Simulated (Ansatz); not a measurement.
## GaAs (F-43m), an elastic constant from a strain scan

Level of theory: DFT r2SCAN, scalar-relativistic, plane waves, PAW (Ansatz 0.2.0). The runs took a 500 eV cutoff, a Γ-centred 8×8×8 mesh and Gaussian smearing (0.05 eV). No spin polarisation. Energies are free energies at this smearing, counted from the undisturbed cell; pressure is positive in compression.

The undisturbed cell (as given, not relaxed at this level; it stands at 0.5 GPa):

```
Ga As
1.0
     0.00000    2.82685    2.82685
     2.82685    0.00000    2.82685
     2.82685    2.82685    0.00000
Ga As
1 1
Direct
  0.00000 0.00000 0.00000
  0.75000 0.75000 0.75000
```

The cell is strained by ε times the Voigt pattern (0, 0, 1, 0, 0, 0) (xx, yy, zz, yz, xz, xy; engineering shear) with fractional coordinates fixed. The cell holds 2 atoms in V0 = 45.18 Å³. The stress column is τ = (1/V0) dE/dε, got from the stress tensor σ (compression positive) at each point as −det(1 + εP) σ : P(1 + εP)⁻¹, with P the pattern as a tensor.

| ε | ΔE (meV/atom) | τ (GPa) |
| --- | --- | --- |
| -0.0400 | 16.755 | -5.517 |
| -0.0200 | 4.838 | -2.952 |
| 0.0000 | 0.000 | -0.498 |
| 0.0100 | 0.135 | 0.686 |
| 0.0300 | 5.309 | 2.964 |
| 0.0400 | ? | ? |

Problem. Which combination of elastic constants does this scan measure, and how large is it?

Solution. For small ε, τ = τ0 + Kε with K = pᵀCp, which for this pattern is C11 in the cubic axes. The parabola through τ at ε = -0.0200, 0 and 0.0100 has slope K = 120 GPa at zero. The energies per cell, E = NΔE, of the same two points give K = 2[E(ε₊)/ε₊ − E(ε₋)/ε₋]/[(ε₊ − ε₋)V0] = 121 GPa, in agreement.

Problem. Predict the withheld row at ε = 0.0400 from the harmonic law, and compare.

Solution. ΔE = V0(τ0 ε + Kε²/2)/N = 10.706 meV/atom and τ = 4.29 GPa. The calculation gives 10.262 meV/atom and 4.06 GPa, a miss of 4.1 % of the harmonic energy, so the harmonic law still holds here.